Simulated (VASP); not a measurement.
Runs of VASP 6.6.1 on Al. It takes space group Pm-3m (No. 221, cubic). Conventional cell: a = 2.806 Å, b = 2.806 Å, c = 2.806 Å, α = 90.00°, β = 90.00°, γ = 90.00°. Around Al (site symmetry m-3m) lie 6 Al at 2.81 Å. This isn't the form of Al at room conditions, which is fcc.

```csv
cell,k mesh,gap on the mesh (eV),pressure (GPa)
"Pm-3m, 22.1 Å³/atom",13 × 13 × 13,none,(a)
"Pm-3m, 18.01 Å³/atom",13 × 13 × 13,none,9.2
"Pm-3m, 20.46 Å³/atom",13 × 13 × 13,none,-0.1
"Pm-3m, 20.46 Å³/atom",19 × 19 × 19,none,-0.1
```

Alike in all rows: task single point; level revPBE; potentials or basis VASP PAW PBE potentials, release 64 (Al); no spin polarisation; cutoff (eV) 520; smearing fermi-dirac 0.1 eV.

Problem. Estimate the missing entries.

Solution. (a) -3.7.

Caveats: the PAW data sets were made with another functional, which shifts forces and pressure a little.

A gap of «none» marks a metal or a gap under the smearing width.
